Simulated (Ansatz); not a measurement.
# Every step of a relaxation of WC (NiAs type)

DFT, PBE, PAW with Ansatz's default frozen-core files, scalar-relativistic (Ansatz 0.2.0); a Γ-centred 10×10×6 k mesh, Fermi–Dirac smearing of 0.05 eV, no spin polarisation. The run relaxes shape and atoms at held volume.

Command: `ansatz run input.yaml --threads 1 --pin off --max-ram 3072MiB --backend cpu --events-out ev --progress --plain --runs-dir out` It took 6.5 s on 1 thread of Intel(R) Xeon(R) Platinum 8488C (Sapphire Rapids), on a shared host, peak memory 0.39 GiB.

```yaml
crystal:
  lattice:
    - [2.5138601942, 0.0, 0.0]
    - [-1.2569300971, 2.1770667898, 0.0]
    - [0.0, 0.0, 4.9582882644]
  atoms:
    - { symbol: W, position: [0.0, 0.0, 0.0] }
    - { symbol: W, position: [0.0, 0.0, 0.5] }
    - { symbol: C, position: [0.3333333333, 0.6666666667, 0.25] }
    - { symbol: C, position: [0.6666666667, 0.3333333333, 0.75] }
kpoints:
  mp_grid: { grid: [10, 10, 6] }
scf:
  occupations: { method: fermi_dirac, width: 0.05 }
hamiltonian:
  xc: pbe
  pseudopotentials: { kind: paw }
output:
  forces: true
  stress: true
  write_density: true
  write_potential: true
  elf: true
  volumetric_format: npy
relax:
  f_tol: 0.005
  max_steps: 30
  cell: { stress_tol: 0.29, fix: [volume] }
```

Each step lists its free energy a cell above the last geometry, the pressure, the cell vectors (Å), and Cartesian positions (Å) with forces (eV/Å).

The first step:

```
step 1  dF = 212.34 meV  P = 426.9 GPa
  cell 2.5139 0.0000 0.0000  -1.2569 2.1771 0.0000  0.0000 0.0000 4.9583
  W 0.0000 0.0000 0.0000   0.0000 0.0000 0.0000
  W 0.0000 0.0000 2.4791   0.0000 0.0000 0.0000
  C 0.0000 1.4514 1.2396   0.0000 0.0000 0.0000
  C 1.2569 0.7257 3.7187   0.0000 0.0000 0.0000
```

Spin–orbit coupling is left out, which matters for the heavy atoms.

Task: Where does the relaxation end, and by which steps?

Result: After 3 geometries, with conventional a, b, c = 2.471, 2.471, 5.130 Å, at 6.784 Å³/atom and 420.0 GPa in space group P6_3/mmc, with a shortest distance of 1.919 Å. The further steps:
```
step 2  dF = 3.83 meV  P = 419.1 GPa
  cell 2.4659 0.0000 0.0000  -1.2329 2.1355 0.0000  0.0000 0.0000 5.1532
  W 0.0000 0.0000 0.0000   0.0000 0.0000 0.0000
  W 0.0000 0.0000 2.5766   0.0000 0.0000 0.0000
  C 0.0000 1.4237 1.2883   0.0000 0.0000 0.0000
  C 1.2329 0.7118 3.8649   0.0000 0.0000 0.0000
step 3  dF = 0.00 meV  P = 419.9 GPa
  cell 2.4714 0.0000 0.0000  -1.2357 2.1403 0.0000  0.0000 0.0000 5.1302
  W 0.0000 0.0000 0.0000   0.0000 0.0000 0.0000
  W 0.0000 0.0000 2.5651   0.0000 0.0000 0.0000
  C 0.0000 1.4268 1.2826   0.0000 0.0000 0.0000
  C 1.2357 0.7134 3.8477   0.0000 0.0000 0.0000
step 4  dF = -0.52 meV  P = 420.0 GPa  (same geometry on a basis chosen anew; earlier energies don't compare to the last digit)
  cell 2.4714 0.0000 0.0000  -1.2357 2.1403 0.0000  0.0000 0.0000 5.1302
  W 0.0000 0.0000 0.0000   0.0000 0.0000 0.0000
  W 0.0000 0.0000 2.5651   0.0000 0.0000 0.0000
  C 0.0000 1.4268 1.2826   0.0000 0.0000 0.0000
  C 1.2357 0.7134 3.8477   0.0000 0.0000 0.0000
```
